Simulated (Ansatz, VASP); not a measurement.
## One calculation of MgO, two programs

```
Mg O
1.0
     0.00000    2.12722    2.12722
     2.12722    0.00000    2.12722
     2.12722    2.12722    0.00000
Mg O
1 1
Direct
  0.96673 0.03327 0.03327
  0.55054 0.44946 0.44946
```

Change from the starting cell: mode 4 frozen in at -0.215 Å and mode 5 at -0.000 Å (largest displacements).

Alike in both runs: task single point; functional PBE; k mesh 10 × 10 × 10; occupations gaussian, width 0.05 eV; no spin polarisation.

|  | VASP | Ansatz |
| --- | --- | --- |
| version | VASP 6.6.1 | Ansatz 0.2.0 |
| potentials or method | VASP PAW PBE potentials, release 64 (Mg, O) | scalar-relativistic, plane waves, PAW |
| plane-wave cutoff (eV) | 520 | 520 |
| valence electrons in the cell | 8 | 16 |

|  | VASP | Ansatz | Ansatz less VASP |
| --- | --- | --- | --- |
| gap on the k mesh at the Fermi level (eV) | 4.42 | 4.44 | +0.018 |
| least direct gap on the mesh (eV) | 4.42 | 4.44 | +0.018 |
| pressure (GPa) | 12.8 | 13.3 | +0.47 |
| largest component of the traceless stress (GPa) | 31.63 | 31.00 | -0.632 |
| rms of the force components (eV/Å) | 2.045 | 2.007 | -0.0378 |

Atom by atom the forces differ by 0.038 eV/Å (rms over components). The two sets of potentials don't hold the same shells in valence.

Caveats: forces of over 1 eV/Å show positions far from the minimum, so gaps and moduli don't describe the material at rest.
